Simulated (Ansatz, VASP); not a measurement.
# KBr: VASP beside Ansatz, part 2 of 2

Aim: how closely do two programs agree when they are given the same cell, functional and k mesh? The cell is taken from a series of VASP runs on this material, whose earlier steps may have relaxed, scaled or displaced it; both programs get it as it stands.

VASP 6.6.1 and Ansatz 0.2.0.

So far: Starting point; Ansatz: band structure, r2SCAN-EpsX with an exact-exchange share of 0.379.

## (3) VASP: band structure, r2SCAN-EpsX with an exact-exchange share of 0.379

Level of this step: r2SCAN-EpsX, exact-exchange share 1/2.635; plane waves and PAW (Br, K_sv) (VASP).

The same cell, functional, mesh and smearing now go to VASP, with its own data sets and cutoff.

Lines of VASP's logs that name or quote its potential files are left out, and so is its time.

The run reads the wave functions of an earlier VASP run, which isn't shown here.

INCAR reads:

```
SYSTEM = KBr
PREC = Accurate
ENCUT = 350
EDIFF = 1E-06
NELM = 100
ISMEAR = 0
SIGMA = 0.03
LREAL = .FALSE.
ALGO = Normal
LHFCALC = .TRUE.
AEXX = 0.379
METAGGA = R2SCAN
LASPH = .TRUE.
NBANDS = 14
PRECFOCK = Fast
HFRCUT = -1
LORBIT = 11
LWAVE = .FALSE.
LCHARG = .FALSE.
KPAR = 4
```

POSCAR reads:

```
KBr
1.0
    0.0000000000      3.2923500000      3.2923500000
    3.2923500000      0.0000000000      3.2923500000
    3.2923500000      3.2923500000      0.0000000000
Br K
1 1
Direct
    0.5000000000      0.5000000000      0.5000000000
    0.0000000000      0.0000000000      0.0000000000
```

KPOINTS reads:

```
Automatic mesh
0
Gamma
4 4 4
0 0 0
```

KPOINTS_OPT reads:

```
Line mode
10
Line-mode
Reciprocal
  0.00000000   0.00000000   0.00000000 GAMMA
  0.50000000   0.00000000   0.50000000 X

  0.50000000   0.00000000   0.50000000 X
  0.50000000   0.25000000   0.75000000 W

  0.50000000   0.25000000   0.75000000 W
  0.37500000   0.37500000   0.75000000 K

  0.37500000   0.37500000   0.75000000 K
  0.00000000   0.00000000   0.00000000 GAMMA

  0.00000000   0.00000000   0.00000000 GAMMA
  0.50000000   0.50000000   0.50000000 L

  0.50000000   0.50000000   0.50000000 L
  0.62500000   0.25000000   0.62500000 U

  0.62500000   0.25000000   0.62500000 U
  0.50000000   0.25000000   0.75000000 W

  0.50000000   0.25000000   0.75000000 W
  0.50000000   0.50000000   0.50000000 L

  0.50000000   0.50000000   0.50000000 L
  0.37500000   0.37500000   0.75000000 K

  0.62500000   0.25000000   0.62500000 U
  0.50000000   0.00000000   0.50000000 X
```

PAW data sets: Br and K_sv (PBE family, release 64).

The run is started by

```console
$ mpirun -np 4 vasp_std
```

Numbers of over 12 decimals in the logs are rounded to 6 here.

Output:

```text
[banner, memory and clock lines left out]
running    4 mpi-ranks, on    1 nodes
 distrk:  each k-point on    1 cores,    4 groups
 distr:  one band on    1 cores,    1 groups

 POSCAR found type information on POSCAR BrK
 POSCAR found :  2 types and       2 ions
|                                                                             |
|               ----> ADVICE to this user running VASP <----                  |
|                                                                             |
|     You enforced a specific xc type in the INCAR file but a different       |
|     [... a line on the potential file left out ...]
|     I HOPE YOU KNOW WHAT YOU ARE DOING!                                     |
|                                                                             |

 LDA part: xc-table for (None), standard interpolation
 found WAVECAR, reading the header
 POSCAR, INCAR and KPOINTS ok, starting setup
 FFT: planning ... GRIDC
 FFT: planning ... GRID_SOFT
 FFT: planning ... GRID
 HFRCUT set to (new)   10.293106
 reading WAVECAR
 the WAVECAR file was read successfully
 initial charge from wavefunction
 entering main loop
       N       E                     dE             d eps       ncg     rms          rms(c)
DAV:   1    -0.190957824215E+02   -0.19096E+02   -0.11398E+00   248   0.121E+01    0.320E+00
DAV:   2    -0.191209522337E+02   -0.25170E-01   -0.49451E-02   288   0.152E+00    0.213E+00
DAV:   3    -0.191177707029E+02    0.31815E-02   -0.33128E-03   282   0.373E-01    0.127E+00
DAV:   4    -0.191165060118E+02    0.12647E-02   -0.14097E-03   266   0.244E-01    0.739E-01
DAV:   5    -0.191162981566E+02    0.20786E-03   -0.50237E-04   254   0.136E-01    0.434E-01
DAV:   6    -0.191162663318E+02    0.31825E-04   -0.95777E-05   274   0.648E-02    0.257E-01
DAV:   7    -0.191162578922E+02    0.84396E-05   -0.16979E-05   248   0.355E-02    0.152E-01
DAV:   8    -0.191162572922E+02    0.59997E-06   -0.63959E-06   248   0.224E-02
   1 F= -.19116257E+02 E0= -.19116257E+02  d E =-.114421E-10
 Start KPOINTS_OPT (optional k-point list driver)
k-point batch [1-8\100]
       N       E                     dE             ncg
DAV:   1    -0.954192964165E+03   -0.20438E+04      224
DAV:   2    -0.176774397973E+04   -0.81355E+03      266
DAV:   3    -0.184059190112E+04   -0.72848E+02      294
DAV:   4    -0.184320947966E+04   -0.26176E+01      324
DAV:   5    -0.184327159203E+04   -0.62112E-01      288
DAV:   6    -0.184327290272E+04   -0.13107E-02      334
DAV:   7    -0.184327294104E+04   -0.38316E-04      248
DAV:   8    -0.184327294153E+04   -0.48970E-06      210
[...]
k-point batch [97-100\100]
       N       E                     dE             ncg
DAV:   1     0.112741357577E+04   -0.21742E+04      112
DAV:   2     0.740766937953E+03   -0.38665E+03      130
DAV:   3     0.710083842477E+03   -0.30683E+02      154
DAV:   4     0.708744241834E+03   -0.13396E+01      168
DAV:   5     0.708714325226E+03   -0.29917E-01      136
DAV:   6     0.708713766988E+03   -0.55824E-03      168
DAV:   7     0.708713753106E+03   -0.13882E-04      124
DAV:   8     0.708713752992E+03   -0.11387E-06       98
```

OUTCAR, selected parts (step 3):

```text
ion  position               nearest neighbor table
   1  0.500  0.500  0.500-   2 3.29   2 3.29   2 3.29   2 3.29   2 3.29   2 3.29
   2  0.000  0.000  0.000-   1 3.29   1 3.29   1 3.29   1 3.29   1 3.29   1 3.29

  LATTYP: Found a face centered cubic cell.
 ALAT       =     6.5847000000

 Subroutine GETGRP returns: Found 48 space group operations
 (whereof 48 operations were pure point group operations)

The static configuration has the point symmetry O_h .

 Found      8 irreducible k-points:

   k-points           NKPTS =      8   k-points in BZ     NKDIM =     64   number of bands    NBANDS=     14

   dimension x,y,z NGX =    28 NGY =   28 NGZ =   28
   dimension x,y,z NGXF=    56 NGYF=   56 NGZF=   56

   ENCUT  =  350.0 eV  25.72 Ry    5.07 a.u.   7.10  7.10  7.10*2*pi/ulx,y,z

   NELECT =      16.0000    total number of electrons

 k-points in reciprocal lattice and weights: Automatic mesh
   0.00000000  0.00000000  0.00000000       0.016
   0.25000000  0.00000000  0.00000000       0.125
   0.50000000  0.00000000  0.00000000       0.062
   0.25000000  0.25000000  0.00000000       0.094
   0.50000000  0.25000000  0.00000000       0.375
  -0.25000000  0.25000000  0.00000000       0.188
   0.50000000  0.50000000  0.00000000       0.047
  -0.25000000  0.50000000  0.25000000       0.094

  exchange ACFDT corr.  =         0.00000000  see jH, gK, PRB 81, 115126

 average (electrostatic) potential at core
       1 -61.5290       2 -30.7916

 E-fermi :  -3.6902

 k-point     1 :       0.0000    0.0000    0.0000
  band No.  band energies     occupation
    ...
      4     -16.5087      2.00000
      5     -16.5087      2.00000
      6      -3.8177      2.00000
      7      -3.8177      2.00000
      8      -3.8177      2.00000
      9       3.6764      0.00000
     10       7.2186      0.00000
     11       7.2186      0.00000
     12       7.2186      0.00000
     13       8.3611      0.00000
    ...

 k-point     2 :       0.2500    0.0000    0.0000
  band No.  band energies     occupation
    ...
      4     -16.5104      2.00000
      5     -16.3719      2.00000
      6      -4.5521      2.00000
      7      -4.0082      2.00000
      8      -4.0082      2.00000
      9       4.9822      0.00000
     10       6.9461      0.00000
     11       8.0115      0.00000
     12       8.0115      0.00000
     13       9.1980      0.00000
    ...

 k-point     3 :       0.5000    0.0000    0.0000
  band No.  band energies     occupation
    ...
      4     -16.5119      2.00000
      5     -16.2454      2.00000
      6      -5.1457      2.00000
      7      -4.1880      2.00000
      8      -4.1880      2.00000
      9       5.7939      0.00000
     10       7.8458      0.00000
     11       9.6828      0.00000
     12       9.6828      0.00000
     13       9.8908      0.00000
    ...

  energy-cutoff  :      350.00
  volume of cell :       71.38
      direct lattice vectors                 reciprocal lattice vectors
     0.000000000  3.292350000  3.292350000    -0.151867207  0.151867207  0.151867207
     3.292350000  0.000000000  3.292350000     0.151867207 -0.151867207  0.151867207
     3.292350000  3.292350000  0.000000000     0.151867207  0.151867207 -0.151867207

 POSITION                                       TOTAL-FORCE (eV/Angst)
 -----------------------------------------------------------------------------------
      3.29235      3.29235      3.29235        -0.000000     -0.000000      0.000000
      0.00000      0.00000      0.00000         0.000000      0.000000     -0.000000
 -----------------------------------------------------------------------------------
    total drift:                                0.000000     -0.000000      0.000000

  FREE ENERGIE OF THE ION-ELECTRON SYSTEM (eV)
  ---------------------------------------------------
  free  energy   TOTEN  =       -19.1162572922 eV

  energy  without entropy=      -19.1162572922  energy(sigma->0) =      -19.11625729

 total charge
# of ion       s       p       d       tot
------------------------------------------
    1        1.588   3.366   0.001   4.955
    2        1.958   5.688   0.017   7.663
--------------------------------------------------
tot          3.545   9.055   0.018  12.618

[... 3 further parts left out ...]
```

## (4) Comparison

Known differences besides the potentials themselves: exact exchange at q = 0 is treated differently, which shows on coarse meshes; VASP keeps PBE cores, Ansatz makes them for the functional; the cutoff is 500 eV in Ansatz and 350 eV in VASP; VASP takes a coarser grid for exact exchange (PRECFOCK = Fast). Total energies have different zeros and are not compared.

The two programs side by side:

| quantity | Ansatz | VASP | difference |
| --- | --- | --- | --- |
| gap over the path points (eV) | 7.493 | 7.494 | -0.001 |

Levels at points of the path, from each program's valence-band top (eV; 3 filled, then empty):

| k (reciprocal lattice) | Ansatz | VASP |
| --- | --- | --- |
| 0.000 0.000 0.000 | 0.00 0.00 0.00 7.49 11.02 11.02 | 0.00 0.00 0.00 7.49 11.04 11.04 |
| 0.500 0.000 0.500 | -0.95 -0.34 -0.34 8.91 10.60 12.78 | -0.95 -0.34 -0.34 8.93 10.62 12.79 |
| 0.500 0.222 0.722 | -0.73 -0.63 -0.60 10.27 10.91 11.73 | -0.73 -0.63 -0.59 10.29 10.93 11.74 |
| 0.403 0.347 0.750 | -0.81 -0.72 -0.40 9.76 11.64 11.64 | -0.80 -0.72 -0.40 9.77 11.65 11.66 |
| 0.125 0.125 0.250 | -0.53 -0.15 -0.13 8.47 10.57 11.42 | -0.53 -0.15 -0.13 8.47 10.59 11.44 |
| 0.278 0.278 0.278 | -0.85 -0.23 -0.23 8.99 10.81 11.99 | -0.84 -0.22 -0.22 8.99 10.82 12.00 |
| 0.556 0.389 0.556 | -1.18 -0.49 -0.38 9.93 11.30 12.71 | -1.18 -0.48 -0.38 9.93 11.31 12.73 |
| 0.583 0.250 0.667 | -0.80 -0.72 -0.42 9.82 11.53 11.65 | -0.80 -0.71 -0.42 9.83 11.54 11.67 |
| 0.500 0.306 0.694 | -0.84 -0.65 -0.50 10.48 10.70 11.93 | -0.84 -0.65 -0.49 10.49 10.71 11.94 |
| 0.486 0.486 0.528 | -1.32 -0.38 -0.38 9.63 11.63 13.37 | -1.32 -0.38 -0.37 9.64 11.64 13.39 |

Among the levels compared at these points, filled levels agree within 6 meV and empty ones within 22 meV.

## (5) Outcome

```yaml
difference_in_gap_over_the_path_points_band_structure_r2scan_epsx_with_an_exact_exchange_share_of_0p379: -0.0011 eV
```

**Reading.** The difference in gap over the path points is -0.0011 eV (band structure, r2SCAN-EpsX with an exact-exchange share of 0.379), within the 0.08 eV picked in this series as the mark of a large difference. Such differences can come from data sets, numerical settings and the points named under the comparisons, not from the functional's error against experiment.

[Lines on the potential files, build, host, timing and source positions are cut from VASP's logs without a mark.]

[Logs are printed without paths, hosts, clocks, repeated set-up lines and the standing remarks that a program may print on its own settings, such as how far it seeks lower states.]

[Hosts, paths, dates, database ids (printed as entryN), source tags and the programs' standing remarks are cut or masked in the printed files.]
